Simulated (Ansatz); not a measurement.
Input and output for `Cl/C=C\Cl`.

```yaml
crystal:
  periodic: [false, false, false]
  atoms:
    - {symbol: Cl, position_ang: [0.714990, -1.874426, -0.448132]}
    - {symbol: C, position_ang: [0.641903, -0.223228, -0.028695]}
    - {symbol: C, position_ang: [-0.475458, 0.475873, 0.100908]}
    - {symbol: Cl, position_ang: [-2.046380, -0.146742, -0.127711]}
    - {symbol: H, position_ang: [1.603472, 0.245479, 0.133292]}
    - {symbol: H, position_ang: [-0.438538, 1.523054, 0.370338]}
basis:
  gaussian: {orbitals: "6-31++G**", fitting: {mean_field: def2-universal-jkfit}}
total_charge: 1
magnetization: {spin_polarized: true, initial_magnetization: 1}
hamiltonian: {xc: {name: PBEsol}}
output: {forces: true}
```

```sh
$ ansatz run in.yaml --threads 4 --pin off --events-out ev --progress --plain --max-ram 10444MiB
```

It prints (some lines left out):

```
Functional definition: PBEsol
442 factors; integrals over basis functions are off by at most 2.0e-1 eV
mean field evaluation 1: about -27059.7045 eV, gradient 6.7e1 eV
mean field evaluation 2: about -26978.1648 eV, gradient 1.2e2 eV
mean field evaluation 4: about -27081.5782 eV, gradient 6.2e0 eV
mean field evaluation 8: about -27081.7964 eV, gradient 6.8e-2 eV
mean field evaluation 16: about -27081.7965 eV, gradient 6.3e-5 eV
mean field -27081.79645739 eV, -995.2376631081 hartree, gradient 6.3e-5 eV, S^2 0.750693; 2 other end points of the search recorded, 0 dependent functions left out
reference -27081.79651465 eV, -995.2376652123 hartree; 24, 23 occupied and 72, 73 virtual orbitals, 442 factors
Total energy: -27081.79651465 eV, -995.2376652123 hartree
Atom 0 at     0.714990    -1.874426    -0.448132 Å, force    -0.027328     0.992355     0.253239 eV/Å
Atom 1 at     0.641903    -0.223228    -0.028695 Å, force     2.618845    -3.249760    -0.717417 eV/Å
Atom 2 at    -0.475458     0.475873     0.100908 Å, force    -4.122238     0.967747     0.065759 eV/Å
Atom 3 at    -2.046380    -0.146742    -0.127711 Å, force     0.937218     0.388850     0.141069 eV/Å
Atom 4 at     1.603472     0.245479     0.133292 Å, force     0.597951     0.261923     0.093901 eV/Å
Atom 5 at    -0.438538     1.523054     0.370338 Å, force    -0.004447     0.638885     0.163449 eV/Å
Dipole moment:     0.293943     0.446246     0.127080 e Å
```

Run time 1.2 s (4 threads of an Arm Neoverse V2 on a shared host); peak host memory 0.13 GiB.
